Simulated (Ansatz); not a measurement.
# InP: a line through a two-coordinate scan, part 2 of 2

Aim: follow the energy of InP (Fm-3m, No. 225; 2 atoms in the cell) along one coordinate, strain +e along z and -e/2 along x and y, with the other held at strain +e along x and -e along y = −1.33 %.

Ansatz 0.2.0; DFT PBE, scalar-relativistic, plane waves, PAW.

## 9. The run at (−1.33 %, 2.67 %)

Input file input.yaml:

```yaml
crystal:
  lattice:
    - [0.0, 2.7700219066, 2.8441236977]
    - [2.6963356396, 0.0, 2.8441236977]
    - [2.6963356396, 2.7700219066, 0.0]
  atoms:
    - { symbol: In, position: [0.0, 0.0, 0.0] }
    - { symbol: P, position: [0.5, 0.5, 0.5] }
basis:
  ecutwfc: 420
kpoints:
  mp_grid: { grid: [18, 18, 18] }
hamiltonian:
  xc: pbe
scf:
  occupations: { method: gaussian, width: 0.15 }
output:
  forces: true
  stress: true
  eigenvalues: true
```

On the command line:

```bash
ansatz run input.yaml --threads 1 --pin off --max-ram 2048MiB --backend cpu --events-out ev --progress --plain --runs-dir out
```

What it wrote:

```text
Warning: RAYON_NUM_THREADS=1 ignored (pool sized by the plan → 1); use --threads N
Engine: ansatz 0.2.0, x86_64-unknown-linux-gnu
Pseudopotentials: kind: paw
Pseudopotential: In, paw, valence charge 13, recommended cutoff 420 eV (normal), In.paw.azcp
Pseudopotential: P, paw, valence charge 5, recommended cutoff 420 eV (normal), P.paw.azcp
Functional definition: PBE
  parameter kappa = 0.804
  parameter beta = 0.06672455060314922
  exchange = pbe_x(kappa = kappa, mu = beta*pi^2/3)
  correlation = pbe_c(beta = beta)
Crystal: 2 atoms, lattice volume = 42.485 Å³
Basis set: ecut = 420 eV, 845 PW (Γ), exchange–correlation on 54×54×54 points (8 copies of the dense FFT grid, shifted against one another)
Bands: 13, of which v1, the nominal top of the filled ones, is band 9 counted from 1 (8 counted from 0)
Symmetry: 8 space group operations
Space group: Fmmm (ITA 69), of the structure as read, at distance tolerance 3.5e-5 Å
k-points: 865 of 5832
Non-local potential: In, projectors of the file, l = 0: 2, l = 1: 2, l = 2: 2, l = 3: 2
Non-local potential: P, projectors of the file, l = 0: 2, l = 1: 2, l = 2: 2
PAW form: soft (Blöchl's): semilocal exchange-correlation on the pseudo side does not see the compensation charge
PAW one-centre angular grid: In, 590 points (default); XC on 64 Gauss nodes
PAW one-centre angular grid: P, 110 points (default); XC on 64 Gauss nodes
Initial density: superposition of atomic densities (neutral atoms: chi_scale 0, normalization atom), corrected by the library's trained network
Initial wavefunctions: pseudopotential atomic-orbital guess
Functional: x = pbe(κ = 0.804, μ = 0.2195149727645171), c = pbe(β = 0.06672455060314922)
SCF iter   1: F=—  HF=-6353.504511 eV  |F-HF|=—  |Δ(HF+E_count)|=         —  Δρ=2.64e-3  dr2=6.20e-3  ethr=1.77e-3  ⟨swp⟩=5.7  Hψ=69123  notcnv=0
preconditioner: auto → Kerker (q_TF=auto, 2.364 Å⁻¹)  [metal: Δε(μ)=0.007 eV  Ē_g=14.778 eV  σ=0.150 eV  W_gap=0.03  n_scr=14 (ndim 8)  ℏωp=24.2 eV  f_vac=0.000  D(μ)=1.22/eV (n_scr^D=12)]
SCF iter   2: F=—  HF=-6353.502200 eV  |F-HF|=—  |Δ(HF+E_count)|=   2.31e-3  Δρ=1.53e-3  dr2=1.63e-3  ethr=3.44e-5  ⟨swp⟩=2.5  Hψ=24878  notcnv=0
SCF iter   3: F=—  HF=-6353.501849 eV  |F-HF|=—  |Δ(HF+E_count)|=   3.52e-4  Δρ=4.79e-4  dr2=1.18e-4  ethr=9.05e-6  ⟨swp⟩=2.7  Hψ=17556  notcnv=0
SCF iter   4: F=—  HF=-6353.501846 eV  |F-HF|=—  |Δ(HF+E_count)|=   2.61e-6  Δρ=2.42e-4  dr2=1.80e-5  ethr=6.54e-7  ⟨swp⟩=2.4  Hψ=14746  notcnv=0
SCF iter   5: F=—  HF=-6353.501857 eV  |F-HF|=—  |Δ(HF+E_count)|=   1.07e-5  Δρ=7.76e-5  dr2=2.27e-6  ethr=1.00e-7  ⟨swp⟩=2.0  Hψ=19437  notcnv=0
SCF iter   6: F=—  HF=-6353.501857 eV  |F-HF|=—  |Δ(HF+E_count)|=   8.37e-8  Δρ=2.42e-5  dr2=2.51e-7  ethr=1.26e-8  ⟨swp⟩=2.4  Hψ=19982  notcnv=0
SCF iter   7: F=-6353.501856 eV  HF=-6353.501856 eV  |F-HF|=3.04e-9  |Δ(HF+E_count)|=   3.10e-8  Δρ=3.06e-6  dr2=4.65e-9  ethr=5.56e-10  ⟨swp⟩=6.7  Hψ=56224  notcnv=0
SCF 1 converged in 7 iterations: F = -6353.501856 eV  dr2 = 4.65e-9
SCF converged after 7 iterations
Free energy (F): -6353.501856 eV
Harris-Foulkes:  -6353.501856 eV  (|F-HF|=3.04e-9)
Internal energy: -6353.488088 eV  (E = F + TS)
E sigma→0 (E₀):  -6353.494972 eV
Entropy (-TS):   -0.013768 eV (-6.884 meV/atom)
Fermi energy:    9.185778 eV
--- Per-component energies (eV) ---
  E_band       = -13.839894
  E_kinetic    = 311.929254
  E_local      = -1196.502616  (includes V_loc(G=0)·N_el)
  E_nonlocal   = 401.583374
  E_hartree    = 470.119951
  E_xc         = -276.172493
  E_vxc        = -159.357624  (∫ρ·V_xc dr)
  E_paw        = -4724.849606  (= ΣΔE_a)
  E_vpaw       = -311.734942  (= ΣTr[D̂ρ^β])
  E_aug_tail   = 0.000029  (compensation charges beyond the density's cutoff)
  E_ewald      = -1339.595980
  E_smearing   = -0.013768  (= −TS)
  E_closure    = 0.000000  (closes the sum)
  Σ components = -6353.501856   (vs F -6353.501856, Δ=0.00e0)
--- Forces (eV/Å), atoms counted from 1 ---
  atom   1  In     0.00000000     0.00000000     0.00000000
  atom   2  P      0.00000000    -0.00000000    -0.00000000
  max |Σ_I F_I| component: 1.58e-30 eV/Å
--- Stress (GPa, compression-positive) ---
        3.425384       0.000000      -0.000000
        0.000000      -0.044238      -0.000000
       -0.000000      -0.000000      -2.317643
  P = ⅓ Tr σ = 0.3545 GPa (3.545 kbar)
--- Band table (eV; the first three rows and the last of 865) ---
  k-point 0: bands = ["-5.0573", "-5.0397", "-5.0379", "-5.0227", "-5.0071", "-2.8257", "8.6385", "8.9068", "9.1315", "9.7197", "16.0835", "16.2780", "16.4648"]
  k-point 1: bands = ["-5.0586", "-5.0410", "-5.0360", "-5.0215", "-5.0062", "-2.7876", "8.2491", "8.8012", "9.0579", "10.2450", "15.9063", "16.0708", "16.3913"]
  k-point 2: bands = ["-5.0629", "-5.0457", "-5.0308", "-5.0171", "-5.0030", "-2.6737", "7.4000", "8.8176", "9.0479", "10.9465", "15.2758", "15.6766", "16.2192"]
  k-point 864: bands = ["-5.3423", "-5.0863", "-5.0069", "-4.9137", "-4.9088", "0.0866", "4.2472", "6.7987", "6.9722", "7.1172", "13.1458", "18.7844", "19.0858"]
```

Run time: 14 s. Hardware: 1 thread of Intel Xeon 6975P-C (Granite Rapids), shared host; peak memory 0.74 GiB.

That is 10.2 meV/atom from the zero.

## 10. Grid point (−1.33 %, 4.00 %)

input.yaml: that of step 9 with these lines changed.

```diff
@@ -2,5 +2,5 @@
   lattice:
-    - [0.0, 2.7700219066, 2.8441236977]
-    - [2.6963356396, 0.0, 2.8441236977]
-    - [2.6963356396, 2.7700219066, 0.0]
+    - [0.0, 2.7516003398, 2.8809668312]
+    - [2.6779140728, 0.0, 2.8809668312]
+    - [2.6779140728, 2.7516003398, 0.0]
   atoms:
```

On the command line:

```bash
ansatz run input.yaml --threads 1 --pin off --max-ram 2048MiB --backend cpu --events-out ev --progress --plain --runs-dir out
```

What it wrote, cut to the lines that bear on the results:

```text
[...]
SCF converged after 7 iterations
Free energy (F): -6353.484789 eV
[...]
E sigma→0 (E₀):  -6353.477980 eV
Entropy (-TS):   -0.013617 eV (-6.808 meV/atom)
Fermi energy:    9.196391 eV
[...]
--- Forces (eV/Å), atoms counted from 1 ---
  atom   1  In     0.00000000     0.00000000     0.00000000
  atom   2  P      0.00000000     0.00000000    -0.00000000
[...]
--- Stress (GPa, compression-positive) ---
        4.444903       0.000000       0.000000
        0.000000       0.727507       0.000000
        0.000000       0.000000      -3.131105
  P = ⅓ Tr σ = 0.6804 GPa (6.804 kbar)
--- Band table (eV; the first three rows and the last of 865) ---
  k-point 0: bands = ["-5.0644", "-5.0436", "-5.0404", "-5.0172", "-5.0014", "-2.8222", "8.5828", "8.8606", "9.2382", "9.7513", "16.0089", "16.3488", "16.5338"]
[...]
```

Run time: 14 s. Hardware: 1 thread of Intel Xeon 6975P-C (Granite Rapids), shared host; peak memory 0.74 GiB.

Energy on the map's scale: 18.8 meV/atom.

## 11. Results

The summary covers parts 1 to 2.

| strain +e along z and -e/2 along x and y (%) | step | energy (meV/atom) | slope (meV/atom per %) | pressure (GPa) |
| --- | --- | --- | --- | --- |
| −4.00 | 3 | 20.9 | −9.8 | 0.72 |
| −2.67 | 5 | 10.2 | −6.2 | 0.35 |
| −1.33 | 6 | 4.2 | −2.8 | 0.15 |
| 0.00 | 7 | 2.6 | 0.2 | 0.09 |
| 1.33 | 8 | 4.7 | 2.9 | 0.16 |
| 2.67 | 9 | 10.2 | 5.3 | 0.35 |
| 4.00 | 10 | 18.8 | 7.5 | 0.68 |

Energies count from the relaxed crystal. Slopes come from the forces (and the stress, where the cell changes), not from differences of energies.

| run | outcome |
| --- | --- |
| step 4, run with eigensolver.kind davidson (against step 3) | 0.0 meV/atom |

**Reading.** The lowest point of the line is at 0.00 %, 2.6 meV/atom from the zero. A fit to energies and slopes at the lowest point and its two neighbours puts the minimum at −0.113 %, with a curvature of about 2.2 meV/atom per %². Divided by the reference volume, that is a stiffness of about 170 GPa for this pattern of strain. The highest point computed, at −4.00 %, lies 18.3 meV/atom above the lowest. This is one cut through a surface in two coordinates; the map's lowest point lies off it.
